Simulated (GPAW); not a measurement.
Runs of GPAW 26.7.0 on TiO2. It takes space group P4_2/mnm (No. 136, tetragonal). Conventional cell: a = 4.600 Å, b = 4.600 Å, c = 2.959 Å, α = 90.00°, β = 90.00°, γ = 90.00°. Around Ti (site symmetry mmm) lie 6 O at 1.95 to 1.98 Å. O (site symmetry m2m) is surrounded by 3 Ti at 1.95 to 1.98 Å. The cell is a database's computed one.

```csv
task,level,potentials or basis,cell,cutoff (eV),band path,band points,data set,optimizer,fmax,grid spacing,gap on the mesh (eV),pressure (GPa),largest force (eV/Å)
band structure,SOGGA,"PAW data sets generated in the run's folder for this functional, pw",as given,800,"GXMGZRAZ,XR,MA",60,-,-,-,-,1.83,(a),0.03
relaxation of cell and atoms,revPBE+D4,"the program's PAW data sets (release 1.2.1) made for this functional, pw",relaxed,800,-,-,-,LBFGS,0.05 eV/Å,-,1.90,-0.1,0.03
relaxation of cell and atoms,BLYP+D4,"PAW data sets generated in the run's folder for this functional, pw",relaxed,800,-,-,-,BFGS,0.02 eV/Å,-,(b),0.0,0.01
band structure,PBE,"GPAW PAW data sets (gpaw-data 1.2.1), fd",as given,-,"GXMGZRAZ,XR,MA",80,-,-,-,0.2 Å,1.88,-,0.06
```

Alike in all rows: no spin polarisation; k mesh 4 × 4 × 6; smearing fermi-dirac 0.05 eV.

Question: Fill in the values left out.

Answer: (a) -1.8; (b) 1.84.

Caveats: later steps reuse the first step's grids (some runs); the relaxation stopped at its first step, so nothing moved (some runs); the real-space grid adds noise to forces (some runs).

A k mesh can miss the band edges.
